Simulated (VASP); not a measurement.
# Tm (Im-3m) in VASP: further runs, part 2 of 2

VASP 6.6.1.

**4. Single point, PBE, collinear spin, ferromagnetic start**

Contents of INCAR:

```
SYSTEM = Tm
PREC = Accurate ; ENCUT = 350
EDIFF = 1E-6 ; ISMEAR = -1
SIGMA = 0.1 ; LREAL = .FALSE.
LASPH = .TRUE. ; NELM = 100
ALGO = Normal ; ISIF = 2
LWAVE = .FALSE. ; LCHARG = .FALSE.
ISPIN = 2 ; MAGMOM = 2
LORBIT = 11 ; LMAXMIX = 6
GGA = PE ; NBANDS = 22
ADDGRID = .FALSE.
```

Contents of KPOINTS:

```
regular mesh
0
G
  9 9 9
  0 0 0
```

Contents of POSCAR:

```
Tm
1.0
   -1.9705499473      1.9705499473      1.9705499473
    1.9705499473     -1.9705499473      1.9705499473
    1.9705499473      1.9705499473     -1.9705499473
Tm
1
Direct
    0.0000000000      0.0000000000      0.0000000000
```

Launch:

```console
cat potpaw_PBE.64/Tm/POTCAR > POTCAR
mpirun -np 1 vasp_std > vasp.out
```

Wall time 39 s (1 thread of AMD EPYC 9R45 (Zen 5), shared host); peak memory 0.13 GiB.

These settings aren't checked as converged: the numbers below hold their error.

What came out:

- Free energy: -4.1139 eV
- Band gap on the k mesh: none (metal or under the smearing width)
- Net moment: 1.16 μB per cell
- Site moments: Tm +1.23 μB
- Valence electrons inside the program's atomic spheres: Tm 21.05

Caveat: the cutoff is under 1.25 times the usual one of these potentials, so pressure, stress and relaxed cells hold a basis-set (Pulay) error; the magnetic or orbital state may not be the lowest; spin-orbit coupling is left out, which moves the levels of the heavy elements.

**5. Single point, PBE, collinear spin, ferromagnetic start**

This run uses another cell than the first one, of the same volume but with other edges.

INCAR is that of step 4.

KPOINTS is that of step 4.

Contents of POSCAR:

```
Tm
1.0
   -1.8621100000      1.9916120000      1.9516370000
    1.9655340000     -2.0016460000      2.0650950000
    1.8577320000      1.9972680000     -1.9616710000
Tm
1
Direct
   -0.0415270000     -0.0161680000     -0.0347540000
```

Potentials or basis: VASP PAW PBE potentials, release 64 (Tm).

Launch:

```console
cat potpaw_PBE.64/Tm/POTCAR > POTCAR
mpirun -np 1 vasp_std > vasp.out
```

OUTCAR:

```text
SYSTEM = Tm
   PREC = Accurate
   ENCUT = 350
   EDIFF = 1E-6
   ISMEAR = -1
   LREAL = .FALSE.
   LASPH = .TRUE.
   NELM = 100
   ISIF = 2
   ISPIN = 2
   LORBIT = 11
   GGA = PE

 Found    365 irreducible k-points:

 Following reciprocal coordinates:
            Coordinates               Weight
  0.000000  0.000000  0.000000      1.000000
  0.111111 -0.000000 -0.000000      2.000000
  0.222222  0.000000  0.000000      2.000000
  0.333333 -0.000000  0.000000      2.000000
  0.444444  0.000000  0.000000      2.000000
  0.000000  0.111111  0.000000      2.000000
   k-points           NKPTS =    365   k-points in BZ     NKDIM =    365   number of bands    NBANDS=     22
   number of dos      NEDOS =    301   number of ions     NIONS =      1
   total plane-waves  NPLWV =  11520
   dimension x,y,z NGX =    20 NGY =   24 NGZ =   24
   dimension x,y,z NGXF=    40 NGYF=   48 NGZF=   48
   ions per type =               1
   NGX,Y,Z   is equivalent  to a cutoff of   9.92, 11.45, 11.88 a.u.
   NGXF,Y,Z  is equivalent  to a cutoff of  19.83, 22.91, 23.75 a.u.
 SYSTEM =  Tm
   PREC   = accura    normal or accurate (medium, high low for compatibility)
   ISTART =      0    job   : 0-new  1-cont  2-samecut
   ICHARG =      2    charge: 1-file 2-atom 10-const
[... 218 lines left out ...]
  band No.  band energies     occupation
      1     -47.6665      1.00000
      2     -20.7914      1.00000
      3     -20.7681      1.00000
      4     -20.7439      1.00000
      5      -3.1272      1.00000
      6       1.8142      0.98985
[... 139 lines left out ...]
     21      18.9998      0.00000
     22      20.1188      0.00000

 [... further k-points ...]

------------------------ aborting loop because EDIFF is reached ----------------------------------------

  FORCE on cell =-STRESS in cart. coord.  units (eV):
  Direction    XX          YY          ZZ          XY          YZ          ZX
  --------------------------------------------------------------------------------------
  -------------------------------------------------------------------------------------
  Total        0.4301829      0.2769253      0.2495266      0.0349485      0.0502122     -0.3406030
  in kB       22.5185901     14.4960819     13.0618587      1.8294315      2.6284332    -17.8293916
  external PRESSURE =      16.6921769 kB  Pullay stress =       0.0000000 kB

 VOLUME and BASIS-vectors are now :
 -----------------------------------------------------------------------------
  energy-cutoff  :      350.00
  volume of cell :       30.61
      direct lattice vectors                 reciprocal lattice vectors
    -1.862110000  1.991612000  1.951637000    -0.006468339  0.251318090  0.249752960
     1.965534000 -2.001646000  2.065095000     0.255000420  0.000889619  0.242395002
     1.857732000  1.997268000 -1.961671000     0.262009400  0.250969113 -0.006119362

 POSITION                                       TOTAL-FORCE (eV/Angst)
 -----------------------------------------------------------------------------------
      1.94214      1.86748      2.00880         0.000000      0.000000      0.000000
 -----------------------------------------------------------------------------------
    total drift:                                0.000061     -0.000013      0.000015

  FREE ENERGIE OF THE ION-ELECTRON SYSTEM (eV)
  ---------------------------------------------------
  free  energy   TOTEN  =        -4.1024616651 eV

  energy  without entropy=       -3.8821229469  energy(sigma->0) =       -3.99229231

 total charge

# of ion       s       p       d       f       tot
--------------------------------------------------
    1        2.216   5.928   0.392  12.518  21.054

 magnetization (x)

# of ion       s       p       d       f       tot
--------------------------------------------------
    1        0.004  -0.029  -0.028   1.275   1.222
```

It took 5.6 min on 1 thread of AMD EPYC 9R45 (Zen 5), shared host; peak memory 0.3 GiB.

These settings aren't checked as converged: the numbers below hold their error.

What came out:

```yaml
Free_energy: -4.1025 eV
Band_gap_on_the_k_mesh: none (metal or under the smearing width)
Net_moment: 1.15 μB per cell
Site_moments: Tm +1.22 μB
Valence_electrons_inside_the_program's_atomic_spheres: Tm 21.05
```

Caveat: the cutoff is under 1.25 times the usual one of these potentials, so pressure, stress and relaxed cells hold a basis-set (Pulay) error; the magnetic or orbital state may not be the lowest; spin-orbit coupling is left out, which moves the levels of the heavy elements.

**6. Single point, PBE, collinear spin, ferromagnetic start**

Edit INCAR of step 5 so:

```diff
@@ -1,3 +1,3 @@
 SYSTEM = Tm
-PREC = Accurate ; ENCUT = 350
+PREC = Accurate ; ENCUT = 200
 EDIFF = 1E-6 ; ISMEAR = -1
```

Contents of KPOINTS:

```
regular mesh
0
G
  12 12 12
  0 0 0
```

Contents of POSCAR:

```
Tm
1.0
   -1.9705499473      1.9705499473      1.9705499473
    1.9705499473     -1.9705499473      1.9705499473
    1.9705499473      1.9705499473     -1.9705499473
Tm
1
Direct
    0.0000000000      0.0000000000      0.0000000000
```

Potentials or basis: VASP PAW PBE potentials, release 64 (Tm).

Launch:

```console
cat potpaw_PBE.64/Tm/POTCAR > POTCAR
mpirun -np 1 vasp_std > vasp.out
```

Wall time 32 s (1 thread of AMD EPYC 9R45 (Zen 5), shared host); peak memory 0.11 GiB.

The run converged, but a check on its numbers failed (symmetry, net force, bounds or a known fault of this set-up), so they aren't taken as properties of the crystal.

Caveat: the cutoff lies under the usual one of these potentials, so the numbers hold a large basis-set error; the magnetic or orbital state may not be the lowest; a pressure of tens of GPa on the cell as given is suspect, and the run, the potentials or the cell itself is likely at fault; spin-orbit coupling is left out, which moves the levels of the heavy elements.

**7. For comparison**

An earlier run on the cell as given: functional PBE; potentials or basis VASP PAW PBE potentials, release 64 (Tm); cutoff 520 eV; k mesh 10 × 10 × 10; occupations fermi-dirac, width 0.05 eV; collinear spin, ferromagnetic start; starting moments [2.0] μB.

- Pressure: 2.8 GPa
- Band gap on the k mesh: none (metal or under the smearing width)
- Net moment: 1.14 μB per cell
- Site moments: Tm +1.22 μB
- Valence electrons inside the program's atomic spheres: Tm 21.06
